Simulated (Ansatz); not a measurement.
Runs of Ansatz 0.2.0 on Ta. Symmetry: P6_3/mmc, No. 194, hexagonal system. The conventional cell has a = 2.900 Å, b = 2.900 Å, c = 5.166 Å, α = 90.00°, β = 90.00°, γ = 120.00°. Ta (site symmetry -6m2) is surrounded by 12 Ta at 2.90 to 3.08 Å. This isn't the form of Ta at room conditions, which is bcc.

| task | level | spin | cell | k mesh | points for each segment of the path | gap on the mesh (eV) | pressure (GPa) | relaxed volume (Å³/atom) |
| --- | --- | --- | --- | --- | --- | --- | --- | --- |
| band structure | revPBE | off | as given | 11 × 11 × 5 | 14 | none | (b) | - |
| relaxation of cell and atoms | PBEsol+D4 | off | relaxed | 11 × 11 × 5 | - | none | 0.0 | 17.97 |
| relaxation of cell and atoms | RPBE+D4 | off | relaxed | 11 × 11 × 5 | - | none | 0.0 | 18.62 |
| relaxation of cell and atoms | RPBE | off | relaxed | 11 × 11 × 5 | - | none | 0.0 | 19.05 |
| band structure | PBEsol | SOC, no magnetisation | as given | 8 × 8 × 4 | 14 | none | -7.3 | - |
| relaxation of cell and atoms | BLYP+D3(BJ) | off | relaxed | 11 × 11 × 5 | - | none | 0.0 | (a) |
| band structure | RPBE | off | as given | 11 × 11 × 5 | 14 | none | 2.3 | - |
| relaxation of cell and atoms | revPBE+D3(BJ) | off | relaxed | 11 × 11 × 5 | - | none | 0.0 | (c) |
| relaxation of cell and atoms | RPBE+D3(BJ) | off | relaxed | 11 × 11 × 5 | - | none | 0.0 | 15.51 |
| relaxation of cell and atoms | revPBE+D4 | off | relaxed | 11 × 11 × 5 | - | none | 0.0 | 18.61 |

Alike in all rows: potentials or basis Ansatz PAW; cutoff (eV) 420; smearing fermi-dirac 0.05 eV.

Question: Fill in the values left out.

Answer: (a) 17.94; (b) 1.4; (c) 17.98.

Caveats: the PAW data sets come from PBE, with cores solved anew for the run's functional, which leaves a small shift of forces and pressure; the plane-wave basis is chosen anew once the cell has moved, so the energies of steps on either side of that aren't comparable (some runs); pairwise dispersion overbinds metals, which lowers pressure and volume (some runs); spin-orbit coupling is left out, which moves the levels of the heavy elements (some runs); the volume moved by over 15 % at a fixed basis, so the end points are rough (some runs).

A k mesh can miss the band edges, and rows without SOC leave out spin-orbit coupling on Ta.

A gap of «none» marks a metal or a gap under the smearing width.
